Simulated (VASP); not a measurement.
# LiCl: forms and broadenings of the independent-particle spectrum

LiCl, P6_3mc (no. 186), 4 atoms in the cell. PBE, independent-particle dielectric function; PAW potentials Cl, Li_sv (PBE set).

## Input

INCAR.step1:
```
PREC = Accurate
ENCUT = 580
ISMEAR = 0
SIGMA = 0.02
EDIFF = 1E-8
LASPH = True
KPAR = 4
LWAVE = False
LCHARG = False
LEPSILON = True
```

INCAR.step2, as INCAR.step1 but for:
```
- LWAVE = False
- LEPSILON = True
+ LWAVE = True
+ NBANDS = 58
```

INCAR.step3:
```
PREC = Accurate
ENCUT = 580
ISMEAR = 0
SIGMA = 0.02
EDIFF = 1E-7
LASPH = True
KPAR = 4
LWAVE = False
LCHARG = False
LOPTICS = True
NBANDS = 58
NEDOS = 2000
CSHIFT = 0.1
ALGO = None
NELM = 1
ISTART = 1
```

INCAR.step4, as INCAR.step3 but for:
```
+ LNABLA = True
```

INCAR.step5, as INCAR.step4 but for:
```
- LNABLA = True
+ LPEAD = True
+ IPEAD = 2
```

INCAR.step6, as INCAR.step5 but for:
```
- IPEAD = 2
+ IPEAD = 3
```

INCAR.step7 changes the same tag again: IPEAD = 4.

INCAR.step8, as INCAR.step7 but for:
```
- CSHIFT = 0.1
- LPEAD = True
- IPEAD = 4
+ CSHIFT = 0.01
```

INCAR.step9, as INCAR.step8 but for:
```
- CSHIFT = 0.01
+ CSHIFT = 0.03
```

INCAR.step10 changes the same tag again: CSHIFT = 0.5.

INCAR.step11, as INCAR.step10 but for:
```
- ISMEAR = 0
- CSHIFT = 0.5
+ ISMEAR = -5
+ CSHIFT = 0.1
```

INCAR.step12, as INCAR.step11 but for:
```
- ISMEAR = -5
- SIGMA = 0.02
+ ISMEAR = 0
+ SIGMA = 0.2
```

INCAR.step13, as INCAR.step12 but for:
```
- SIGMA = 0.2
+ SIGMA = 0.02
+ OMEGAMAX = 12
```

INCAR.step14, as INCAR.step13 but for:
```
- OMEGAMAX = 12
+ OMEGAMAX = 60
```

KPOINTS:
```
k-points
0
Gamma
  8 8 4
```

POSCAR:
```
LiCl
1.0
    3.9248822083      0.0000000000      0.0000000000
   -1.9624411042      3.3990476993      0.0000000000
    0.0000000000      0.0000000000      6.3571610000
Cl Li
2 2
Direct
    0.3333333333      0.6666666667      0.9989840000
    0.6666666667      0.3333333333      0.4989840000
    0.3333333333      0.6666666667      0.3760170000
    0.6666666667      0.3333333333      0.8760170000
```

Commands (each step's output is kept before the next begins):
```
cat potpaw_PBE.64/Cl/POTCAR potpaw_PBE.64/Li_sv/POTCAR > POTCAR
cp INCAR.step1 INCAR
mpirun -np 4 vasp_std > vasp.out
rm WAVECAR CHG
cp INCAR.step2 INCAR
mpirun -np 4 vasp_std > vasp.out
cp INCAR.step3 INCAR
mpirun -np 4 vasp_std > vasp.out
cp INCAR.step4 INCAR
mpirun -np 4 vasp_std > vasp.out
cp INCAR.step5 INCAR
mpirun -np 4 vasp_std > vasp.out
cp INCAR.step6 INCAR
mpirun -np 4 vasp_std > vasp.out
cp INCAR.step7 INCAR
mpirun -np 4 vasp_std > vasp.out
cp INCAR.step8 INCAR
mpirun -np 4 vasp_std > vasp.out
cp INCAR.step9 INCAR
mpirun -np 4 vasp_std > vasp.out
cp INCAR.step10 INCAR
mpirun -np 4 vasp_std > vasp.out
cp INCAR.step11 INCAR
mpirun -np 4 vasp_std > vasp.out
cp INCAR.step12 INCAR
mpirun -np 4 vasp_std > vasp.out
cp INCAR.step13 INCAR
mpirun -np 4 vasp_std > vasp.out
cp INCAR.step14 INCAR
mpirun -np 4 vasp_std > vasp.out
```

## Result

- Direct gap on the mesh (eV): 5.94
- Gap on the mesh (eV): 5.94
- Bands: 58

One ground state, settings moved in the last step alone:

| Settings | ε at zero frequency | Mean energy of the absorption, weighted by Im ε (eV) | Time (s) |
|---|---|---|---|
| longitudinal form, CSHIFT 0.1 | 2.70 | 11.34 | 3 |
| transversal form (LNABLA) | 3.03 | 11.59 | 3 |
| finite differences (LPEAD), order 2 | 2.69 | 11.34 | 8 |
| finite differences (LPEAD), order 3 | 2.70 | 11.34 | 11 |
| finite differences (LPEAD), order 4 | 2.70 | 11.34 | 13 |
| CSHIFT 0.01 | 2.70 | 11.37 | 3 |
| CSHIFT 0.03 | 2.70 | 11.37 | 3 |
| CSHIFT 0.5 | 2.69 | 11.31 | 3 |
| tetrahedron method | 2.69 | 11.37 | 4 |
| SIGMA 0.2 | 2.70 | 11.34 | 4 |
| OMEGAMAX 12, which cuts the spectrum short | 2.28 | – | 3 |
| OMEGAMAX 60 | 2.69 | 11.34 | 3 |

The mean energy covers the spectrum up to 20 eV.

On the same mesh, density-functional perturbation theory with local fields gives ε = 2.44.

Limits: The 8×8×4 mesh is coarse for a spectrum: peaks stand apart that a denser mesh merges.

VASP 6.6.1 took 287 s on 4 cores (AMD EPYC 9R14 (Zen 4)), a shared host.
